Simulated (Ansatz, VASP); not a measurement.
# LaB6: VASP beside Ansatz

Contents of POSCAR:

```
LaB6
1.0
    4.3297120000      0.0000000000      0.0000000000
    0.0000000000      4.3297120000      0.0000000000
    0.0000000000      0.0000000000      4.3297120000
La B
1 6
Direct
    0.0000000000      0.0000000000      0.0000000000
    0.5000000000      0.5000000000      0.2000000000
    0.5000000000      0.5000000000      0.8000000000
    0.2000000000      0.5000000000      0.5000000000
    0.8000000000      0.5000000000      0.5000000000
    0.5000000000      0.2000000000      0.5000000000
    0.5000000000      0.8000000000      0.5000000000
```

File INCAR.step1:

```
SYSTEM = LaB6
  ALGO = Normal
  EDIFF = 1E-4
  ENCUT = 520
  GGA = PE
  ISMEAR = -1
  LASPH = .True.
  LCHARG = .False.
  LDAU = .True.
  LDAUJ = 0 0
  LDAUL = 3 -1
  LDAUTYPE = 2
  LDAUU = 5 0
  LMAXMIX = 6
  LREAL = .False.
  LWAVE = .True.
  NBANDS = 24
  NELM = 150
  PREC = Accurate
  SIGMA = 0.1
```

File INCAR.step2:

```
SYSTEM = LaB6
  ALGO = Normal
  EDIFF = 1E-6
  ENCUT = 520
  ISIF = 2
  ISMEAR = -1
  ISTART = 1
  LASPH = .True.
  LCHARG = .False.
  LDAU = .True.
  LDAUJ = 0 0
  LDAUL = 3 -1
  LDAUPRINT = 1
  LDAUTYPE = 2
  LDAUU = 5 0
  LMAXMIX = 6
  LMIXTAU = .True.
  LREAL = .False.
  LWAVE = .False.
  METAGGA = R2SCAN
  NBANDS = 24
  NELM = 150
  PREC = Accurate
  SIGMA = 0.1
```

KPOINTS

```
k-points
0
Gamma
  4 4 4
  0 0 0
```

Input for Ansatz:

```yaml
crystal:
  lattice:
    - [4.329712, 0.0, 0.0]
    - [0.0, 4.329712, 0.0]
    - [0.0, 0.0, 4.329712]
  atoms:
    - { symbol: La, position: [0.0, 0.0, 0.0] }
    - { symbol: B, position: [0.5, 0.5, 0.2] }
    - { symbol: B, position: [0.5, 0.5, 0.8] }
    - { symbol: B, position: [0.2, 0.5, 0.5] }
    - { symbol: B, position: [0.8, 0.5, 0.5] }
    - { symbol: B, position: [0.5, 0.2, 0.5] }
    - { symbol: B, position: [0.5, 0.8, 0.5] }
  symmetry: { tolerance: 0.0003 }
kpoints:
  mp_grid: { grid: [4, 4, 4], shift: [0, 0, 0] }
magnetization:
  spin_polarized: false
scf:
  occupations: { method: fermi_dirac }
  initial_density: { chi_scale: 0.0 }
hamiltonian:
  pseudopotentials: { kind: paw }
  xc: r2scan
  hubbard: { sites: [{ species: La, l: f, u_eff: 5.0 }], double_counting: fll }
basis:
  ecutwfc: 500
output:
  forces: true
  stress: true
  eigenvalues: true
```

The cell was built by a generator and needn't be a form met in nature.

Alike in both runs: task single point; functional r2SCAN; k mesh 4 × 4 × 4; no spin polarisation; Hubbard terms La f U = 5.0 eV.

|  | VASP | Ansatz |
| --- | --- | --- |
| version | VASP 6.6.1 | Ansatz 0.2.0 |
| potentials or method | VASP PAW PBE potentials, release 64 (La, B) | PAW plane waves |
| plane-wave cutoff (eV) | 520 | 500 |
| occupations | fermi-dirac, width 0.1 eV | fermi-dirac |
| valence electrons in the cell | 29 | 29 |

|  | VASP | Ansatz | Ansatz less VASP |
| --- | --- | --- | --- |
| gap on the k mesh at the Fermi level (eV) | none | none | - |
| pressure (GPa) | -17.4 | -17.3 | +0.08 |
| rms of the force components (eV/Å) | 0.256 | 0.264 | +0.0081 |

The programs project onto different local orbitals, so the same U acts differently. Atom by atom the forces differ by 0.008 eV/Å (rms over components). A gap of «none» marks a metal or a gap that the smearing closes. Ansatz warned: «filled_band_counts_differ_across_k_points».

Caveats: the k mesh is coarse (spacing up to 0.36 Å⁻¹), so the values aren't converged; the PAW data sets were made with another functional, which shifts forces and pressure a little (VASP); U without spin polarisation on a metal has little footing; the U is typed as a test and isn't derived for this compound. Spin-orbit coupling is left out, which matters for the levels of La.
